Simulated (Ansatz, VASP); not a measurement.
# Two plane-wave programs on Al

```xyz
4
Lattice="2.8643 0.0000 0.0000 -1.4321 2.4805 0.0000 0.0000 0.0000 9.3069" Properties=species:S:1:pos:R:3 pbc="T T T"
Al    0.0000    0.0000    0.0000
Al    0.0000    1.6537    2.3267
Al    0.0000    0.0000    4.6534
Al    1.4321    0.8268    6.9802
```

This isn't the form of Al at room conditions, which is fcc.

Alike in both runs: task single point; functional LDA; k mesh 9 × 9 × 3; occupations fermi-dirac, width 0.15 eV; no spin polarisation.

|  | VASP | Ansatz |
| --- | --- | --- |
| version | VASP 6.6.1 | Ansatz 0.2.0 |
| potentials or method | VASP PAW LDA potentials, release 64 (Al) | plane waves, PAW |
| plane-wave cutoff (eV) | 520 | 510 |
| valence electrons in the cell | 12 | 12 |

VASP gave:

```
pressure (GPa)                                  : -3.1
largest component of the traceless stress (GPa) : 1.33
```

Q: Estimate Ansatz's values.

A: Pressure (GPa): -3.2; largest component of the traceless stress (GPa): 1.32.
